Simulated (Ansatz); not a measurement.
ZrO₂ (P4_2/nmc) from a database structure was put through Ansatz (plane waves). The cell was relaxed with r2SCAN and then strained (uniaxial -4.0 % along z, other directions held), with the atoms relaxed again with r2SCAN; k points keep the names of the unstrained zone.

The cell:
```xyz
6
Lattice="3.6010 0.0000 0.0000 0.0000 3.6010 0.0000 0.0000 0.0000 5.0181" Properties=species:S:1:pos:R:3 pbc="T T T"
Zr    0.0000    0.0000    0.0000
Zr    1.8005    1.8005    2.5090
O     0.0000    1.8005    1.4534
O     0.0000    1.8005    3.9624
O     1.8005    0.0000    3.5647
O     1.8005    0.0000    1.0557
```

The log, with set-up remarks and timings taken out:
```
scf.n_extra_bands = 10 over 48 filled bands (N_el = 48.0): the run solves 58 bands
Pseudopotential: Zr, paw_fr, valence charge 12, recommended cutoff 500 eV
Pseudopotential: O, paw_fr, valence charge 6, recommended cutoff 500 eV
Crystal: 6 atoms, lattice volume = 65.071 Å³
Basis set: ecut = 500 eV, 1675 PW (Γ)
Symmetry: 16 space group operations + 16 with time reversal
Magnetic group: BNS 137.508 (UNI 1168)
k-points: 60 of 384
Projection manifold: j_resolved (fully-relativistic pseudo-atomic orbitals)
preconditioner: auto → Resta (q_TF=auto, 2.593 Å⁻¹)  ε∞=3.9  [insulator: Δε(μ)=4.759 eV  ℏωp=30.5 eV]
Free energy (F): -10666.014399 eV
Fermi energy:    11.686866 eV
--- Forces (eV/Å), atoms counted from 1 ---
  atom   1  Zr      0.00000      0.00000      0.00000
  atom   2  Zr      0.00000      0.00000      0.00000
  atom   3  O       0.00000      0.00000    -0.00041
  atom   4  O       0.00000      0.00000    -0.00041
  atom   5  O       0.00000      0.00000      0.00041
  atom   6  O       0.00000      0.00000      0.00041
--- Stress (GPa, compression-positive) ---
        3.135667       0.000000       0.000000
        0.000000       3.135667       0.000000
        0.000000       0.000000      14.975386
  P = ⅓ Tr σ = 7.0822 GPa (70.822 kbar)
--- Band table (eV; the first three rows and the last of 60) ---
  k-point 0: bands = […, 11.2447, 11.2447, 11.2724, 11.2724, 11.4182, 11.4182, 11.6109, 11.6109, 15.9324, 15.9324, 16.5567, 16.5567, 16.9575, 16.9575, …]
  k-point 1: bands = […, 10.8485, 10.8485, 11.1978, 11.1978, 11.2817, 11.2817, 11.3024, 11.3024, 16.0145, 16.0145, 16.6805, 16.6805, 17.0439, 17.0439, …]
  k-point 2: bands = […, 10.8599, 10.8599, 10.8824, 10.8824, 11.3406, 11.3406, 11.3597, 11.3597, 16.2483, 16.2483, 16.9742, 16.9742, 16.9764, 16.9764, …]
  k-point 59: bands = […, 10.0405, 10.0405, 10.0405, 10.0405, 11.4140, 11.4140, 11.4140, 11.4140, 17.1376, 17.1376, 17.1376, 17.1376, 17.6295, 17.6295, …]
```

bands.tsv, columns around the gap (it counts bands from 0):
```tsv
# k_distance	band_38	band_39	band_40	band_41	band_42	band_43	band_44	band_45	band_46	band_47	band_48	band_49	band_50	band_51	band_52	band_53	band_54	band_55
# fermi_ev = 11.686866
# [0, 0, 0] at k_distance = 0.000000
# [0, 0.5, 0] at k_distance = 0.872415
# [0.5, 0.5, 0] at k_distance = 1.744831
# [0, 0, 0.5] at k_distance = 3.128363
# [0, 0.5, 0.5] at k_distance = 4.000779
# [0.5, 0.5, 0.5] at k_distance = 4.873194
# [-0.197917, 0.182292, 0] at k_distance = 6.350406
# levels_relative_to = fermi_ev
0.000	-1.489	-1.489	-0.442	-0.442	-0.414	-0.414	-0.269	-0.269	-0.076	-0.076	4.246	4.246	4.870	4.870	5.271	5.271	5.715	5.715
0.872	-2.423	-2.423	-1.699	-1.699	-1.699	-1.699	-0.122	-0.122	-0.122	-0.122	4.655	4.655	4.655	4.655	5.780	5.780	5.780	5.780
1.745	-1.499	-1.499	-0.854	-0.854	-0.854	-0.854	-0.366	-0.366	-0.366	-0.366	5.225	5.225	5.225	5.225	5.830	5.830	5.830	5.830
3.128	-2.859	-2.859	-0.653	-0.653	-0.653	-0.653	-0.308	-0.308	-0.308	-0.308	4.906	4.906	4.906	4.906	5.539	5.539	5.539	5.539
4.001	-2.174	-2.174	-1.492	-1.492	-1.492	-1.492	-1.201	-1.201	-1.201	-1.201	4.893	4.893	4.893	4.893	5.186	5.186	5.186	5.186
4.873	-2.011	-2.011	-1.646	-1.646	-1.646	-1.646	-0.273	-0.273	-0.273	-0.273	5.451	5.451	5.451	5.451	5.943	5.943	5.943	5.943
6.350	-1.902	-1.902	-1.184	-1.184	-0.437	-0.437	-0.171	-0.171	0.001	0.001	5.015	5.015	5.256	5.256	5.301	5.301	5.718	5.718
```
In order the rows are Γ, X, M, Z, R, A, (-0.198, 0.182, 0).

**Question.** What input produced it? Give the YAML.

**Answer.**
```yaml
crystal:
  # lattice and atoms as above
kpoints:
  mp_grid: { grid: [8, 8, 6] }
  band_path:
    path:
      - [0.0, 0.0, 0.0]
      - [0.0, 0.5, 0.0]
      - [0.5, 0.5, 0.0]
      - [0.0, 0.0, 0.5]
      - [0.0, 0.5, 0.5]
      - [0.5, 0.5, 0.5]
      - [-0.197917, 0.182292, 0.0]
    npoints: 1
hamiltonian:
  xc: r2scan
scf:
  occupations: { method: fixed }
  n_extra_bands: 10
magnetization:
  noncollinear: true
  spin_orbit: true
output:
  forces: true
  stress: true
  eigenvalues: true
```
The cutoff of 500 eV is the one that these potentials recommend for a meta-GGA. Each band holds one electron and the count is doubled, so the run is non-collinear with spin-orbit coupling. A single point prints forces and stress when the output block asks for them. The lines shown narrow the functional down without fixing it; this is the one that was run. Not every key shows in the log; this is the file that was used.

Wall time 22 s on 1 × NVIDIA H100 80GB HBM3 with 2 threads of AMD EPYC 7R13 Processor (Zen 3) (shared host), load about 3.0 per core; peak host memory 1.1 GiB.

Calculated for a static, non-magnetic cell.
